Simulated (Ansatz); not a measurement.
# WC: the cost of one run

Method: DFT PBE, scalar-relativistic, plane waves, PAW, in Ansatz 0.2.0.

1 further run of the same task is left out (set aside as unsound or not needed).

## 1. The structure to begin with

Symmetry: P-6m2, No. 187, hexagonal system. The conventional cell has a = 2.922 Å, b = 2.922 Å, c = 2.847 Å, α = 90.00°, β = 90.00°, γ = 120.00°. W (site symmetry -6m2) is surrounded by 6 C at 2.21 Å. C (site symmetry -6m2) is surrounded by 6 W at 2.21 Å.

Coordinates:

```cif
data_structure
_symmetry_space_group_name_H-M 'P 1'
_symmetry_Int_Tables_number 1
_cell_length_a 2.9217
_cell_length_b 2.9217
_cell_length_c 2.8471
_cell_angle_alpha 90.000
_cell_angle_beta 90.000
_cell_angle_gamma 120.000
_cell_volume 21.05
loop_
_atom_site_label
_atom_site_type_symbol
_atom_site_fract_x
_atom_site_fract_y
_atom_site_fract_z
_atom_site_occupancy
W1 W 0.00000 0.00000 0.00000 1
C1 C 0.66667 0.33333 0.50000 1
```

It is the result of an earlier relaxation at this level (volume 10.52 Å³/atom; gap on the mesh: none (metal)).

## 2. Bands, states and charges

Contents of input.yaml:

```yaml
crystal:
  lattice:
    - [2.9216789054, 0.0, 0.0]
    - [-1.4608394527, 2.5302481538, 0.0]
    - [0.0, 0.0, 2.8470525973]
  atoms:
    - { symbol: W, position: [0.0, 0.0, 0.0] }
    - { symbol: C, position: [0.6666666667, 0.3333333333, 0.5] }
basis:
  ecutwfc: 420
kpoints:
  mp_grid: { grid: [18, 18, 14] }
  band_path:
    path:
      - [[0.0, 0.0, 0.0], [0.5, 0.0, 0.0], [0.33333333, 0.33333333, 0.0], [0.0, 0.0, 0.0], [0.0, 0.0, 0.5], [0.5, 0.0, 0.5], [0.33333333, 0.33333333, 0.5], [0.0, 0.0, 0.5]]
      - [[0.5, 0.0, 0.5], [0.5, 0.0, 0.0]]
      - [[0.33333333, 0.33333333, 0.5], [0.33333333, 0.33333333, 0.0]]
    npoints: 14
hamiltonian:
  xc: pbe
scf:
  occupations: { method: gaussian, width: 0.1 }
  n_extra_bands: 6
output:
  forces: true
  stress: true
  eigenvalues: true
  populations: true
  dos: { projected: true, de: 0.02, nscf_kmesh: { grid: [27, 27, 21] } }
  bader: true
  write_density: true
  write_potential: true
  elf: true
  volumetric_format: npy
```

Command:

```console
ansatz run input.yaml --threads 1 --pin off --max-ram 2560MiB --backend cpu --events-out ev --progress --plain --runs-dir out
```

What time and memory should one allow on 1 thread of Intel Xeon 6975P-C (Granite Rapids), shared host?

About 27 s, with a peak of 0.48 GiB.
